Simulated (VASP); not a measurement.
System: AlFe (CsCl type, first atom moved by 0.06 Å along [111]), 2 atoms in the cell.

```
CELL_PARAMETERS angstrom
2.87000 0.00000 0.00000
0.00000 2.87000 0.00000
0.00000 0.00000 2.87000
ATOMIC_POSITIONS crystal
Fe 0.01207 0.01207 0.01207
Al 0.50000 0.50000 0.50000
```

Code and potentials: VASP, Fe_pv/Al, 381 eV. Settings: k-mesh 4×4×4 Γ-centred; Fermi–Dirac smearing of 0.1 eV; no spin polarisation. For HSE06: HFSCREEN = 0.208; HFRCUT = 0; PRECFOCK = Normal.

Plain PBE gives:

- Pressure: -1.67 GPa

```
atom  Fx (eV/Å)  Fy (eV/Å)  Fz (eV/Å)
 Fe1     -0.279     -0.279     -0.279
 Al2      0.279      0.279      0.279
```

What changes under HSE06?

The pressure falls by 9.40 GPa to -11.07 GPa; the forces move by 46 meV/Å (rms):

```
atom  Fx (eV/Å)  Fy (eV/Å)  Fz (eV/Å)
 Fe1     -0.252     -0.252     -0.252
 Al2      0.252      0.252      0.252
```

VASP prints the stress at a fixed plane-wave basis, so it holds the Pulay stress of this cutoff.

The k-mesh is coarse, so these values belong to this mesh and can lie far from the converged ones. Spin polarisation is left out, and a magnetic state may lie lower. Potentials made with PBE were used with another functional (at least in: VASP, Fe_pv/Al, 381 eV (HSE06)).
